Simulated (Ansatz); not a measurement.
# Nb: pressure against volume

Nb, Fm-3m, a = 4.170 Å. This isn't the element's structure at ambient conditions. Ansatz: PBEsol, PAW, 420 eV, Γ-centred 18×18×18 mesh on 1 atom, Gaussian smearing 0.10 eV; no spin polarisation. Symmetry fixes shape and atoms, so the cell is only scaled; pressure is positive in compression.

| V (Å³/atom) | P (GPa) |
| --- | --- |
| 15.957 | ? |
| 16.501 | 19.45 |
| 17.045 | 12.06 |
| 17.589 | 5.62 |
| 18.133 | 0.00 |
| 18.677 | -4.91 |
| 19.221 | -9.18 |
| 19.947 | -14.01 |

Q: Take V0 = 18.133 Å³/atom, fit the third-order Birch–Murnaghan form to the other rows, and predict the missing pressure.

A: With the Eulerian strain f = ½[(V0/V)^(2/3) − 1] and y = P/[3f(1 + 2f)^(5/2)], the form is the line y = B0 + 1.5 B0 (B0′ − 4) f. Rows (f, y): 0.03245, 170.7; 0.02106, 172.2; 0.01026, 173.5; -0.00976, 176.2; -0.01905, 177.0; -0.03079, 177.8. Means f = 0.0006950, y = 174.57; Σ(Δf)² = 0.003005, ΣΔfΔy = -0.3481; the slope is their ratio. y = 174.6 − 115.8 f GPa, so B0 = 174.6 GPa and B0′ = 4 + 2 × (-115.8)/(3 × 174.6) = 3.56. At V = 15.957, f = 0.04448, y = 169.45 and P = 27.98 GPa. The run gave 27.97 GPa, so the fit is 0.01 GPa too high, within the rms miss on the fitted rows (0.01 GPa).